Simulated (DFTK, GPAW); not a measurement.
Given: the input of a run of GPAW 26.7.0 (ASE script) on Bi. Atoms were shifted at random by some hundredths of an Å from the given cell, which wasn't relaxed again for these runs. This isn't the form of Bi at room conditions, which is rhombohedral.

The input run.py:

```python
from ase import Atoms
from ase.dft.bandgap import bandgap
from ase.io import write
from ase.units import GPa
from gpaw import GPAW, PW, setup_paths

setup_paths.insert(0, '.')

atoms = Atoms(['Bi', 'Bi'],
              cell=[[3.238376246, 0.0, 0.0],
                    [0.0, 3.22164332, 0.0],
                    [-0.0804548793, 0.0, 6.4438887882]],
              scaled_positions=[[0.555336, 0.000703, 0.750284],
                                [0.458377, 0.012712, 0.241406]],
              pbc=True)

calc = GPAW(mode=PW(600),
            xc='PBEsol',
            kpts={'size': (8, 8, 4), 'gamma': True},
            occupations={'name': 'fermi-dirac', 'width': 0.05},
            nbands=25,
            convergence={'density': 1e-05, 'energy': 1e-05},
            maxiter=150,
            txt='gpaw.txt')
atoms.calc = calc
energy = atoms.get_potential_energy()
forces = atoms.get_forces()
stress = atoms.get_stress()
calc.write('gs.gpw')
write('result.traj', atoms)
print(f'Energy: {energy:.6f} eV')
print('Forces (eV/A):')
print(forces.round(4))
print('Stress (GPa):', (stress / GPa).round(3))
print('Fermi level:', round(calc.get_fermi_level(), 4), 'eV')
print(f'Gap: {bandgap(calc)[0]:.4f} eV, direct: {bandgap(calc, direct=True)[0]:.4f} eV')
```

Potentials or basis: PAW data sets generated in the run's folder for this functional, pw.

Launch:

```bash
$ gpaw-setup -f PBEsol Bi
$ OMP_NUM_THREADS=1 python run.py
```

Task: Translate it to DFTK 0.8.2. Potentials or basis there: PseudoDojo SR PBEsol 0.4.1 standard (PBEsol), cutoff 1007 eV.

Result: As run (cutoffs and basis follow the program's own potentials, and thresholds, step limits or extra output files can differ):

Contents of run.jl:

```julia
using DFTK
using PseudoPotentialData
using Unitful, UnitfulAtomic
using LinearAlgebra, Printf
include("save.jl")
disable_threading()

# lattice vectors are the columns
lattice = austrip(1u"Å") * [   3.238376246            0.0  -0.0804548793;
                      0.0     3.22164332            0.0;
                      0.0            0.0   6.4438887882]
symbols   = [:Bi, :Bi]
positions = [[0.555336, 0.000703, 0.750284],
             [0.458377, 0.012712, 0.241406]]
pseudopotentials = PseudoFamily("dojo.nc.sr.pbesol.v0_4_1.standard.upf")
elements = Dict(s => ElementPsp(s, pseudopotentials) for s in unique(symbols))
atoms    = [elements[s] for s in symbols]

build_model(lattice, positions; symmetries=true) =
    model_DFT(lattice, atoms, positions;
              functionals=PBEsol(),
              temperature=austrip(0.05u"eV"),
              smearing=Smearing.FermiDirac(),
              symmetries)
Ecut  = 37.0  # hartree
kgrid = [8, 8, 4]
tol   = 1e-6
to_GPa = ustrip(uconvert(u"GPa", 1u"hartree/bohr^3"))

model = build_model(lattice, positions)
basis = PlaneWaveBasis(model; Ecut, kgrid)
display(basis)
scfres = self_consistent_field(basis;
                               tol,
                               nbandsalg=AdaptiveBands(model; n_bands_converge=20))
display(scfres.energies)
@printf "Fermi level: %.6f eV\n" ustrip(auconvert(u"eV", something(scfres.εF, NaN)))
forces = compute_forces_cart(scfres)
println("Forces (eV/Å)")
for (s, f) in zip(symbols, forces)
    @printf "%-3s %12.6f %12.6f %12.6f\n" s ustrip.(auconvert.(u"eV/Å", f))...
end
stress = compute_stresses_cart(scfres)
println("Stress (GPa)")
display(round.(stress * to_GPa; digits=4))
println("Levels at the first k-point (eV): ", round.(ustrip.(auconvert.(u"eV", scfres.eigenvalues[1][1:scfres.n_bands_converge])); digits=4))
save_scf!(scfres; forces, stress)
```

Potentials or basis: dojo.nc.sr.pbesol.v0_4_1.standard.upf (PBEsol).

The run is started by

```sh
$ julia --threads=1 run.jl  # save.jl only writes the numbers to a file and isn't shown; printed stress counts tension as positive; times include loading and compiling
```

Both were run:

|  | GPAW | DFTK |
| --- | --- | --- |
| Pressure | -0.5 GPa | -0.4 GPa |
| Largest force | 0.046 eV/Å | 0.052 eV/Å |

Pressure is positive in compression.
